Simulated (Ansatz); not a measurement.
PbO:

```
Pb O
1.0
     5.87600    0.00000    0.00000
     0.00000    5.47600    0.00000
     0.00000    0.00000    4.74300
Pb O
4 4
Direct
  0.76900 0.51400 0.25000
  0.23100 0.48600 0.75000
  0.76900 0.98600 0.75000
  0.23100 0.01400 0.25000
  0.13200 0.58200 0.25000
  0.86800 0.41800 0.75000
  0.13200 0.91800 0.75000
  0.86800 0.08200 0.25000
```

Program: Ansatz 0.2.0. Alike in all runs: potentials or basis Ansatz PAW; cell as given; smearing fermi-dirac 0.05 eV.

Order these runs on this cell by their band gap on the k mesh, lowest first.
A. level PBE; spin off; k mesh 5 × 5 × 6; cutoff (eV) 300
B. level PBEsol; spin SOC, no magnetisation; k mesh 5 × 5 × 6; cutoff (eV) 420; points for each segment of the path 10
C. level PBE; spin off; k mesh 4 × 4 × 4; cutoff (eV) 420

B (1.80 eV), A (1.96 eV), C (2.21 eV).

Caveats: spin-orbit coupling is left out, which as a rule narrows the gap of such compounds by several tenths of an eV (some runs); odd divisions of the mesh miss points on the zone boundary, where band edges often lie, so the gap on the mesh can be too wide (some runs); the cutoff lies under the one recommended for these potentials (some runs).

A k mesh can miss the band edges, odd and even meshes differently.
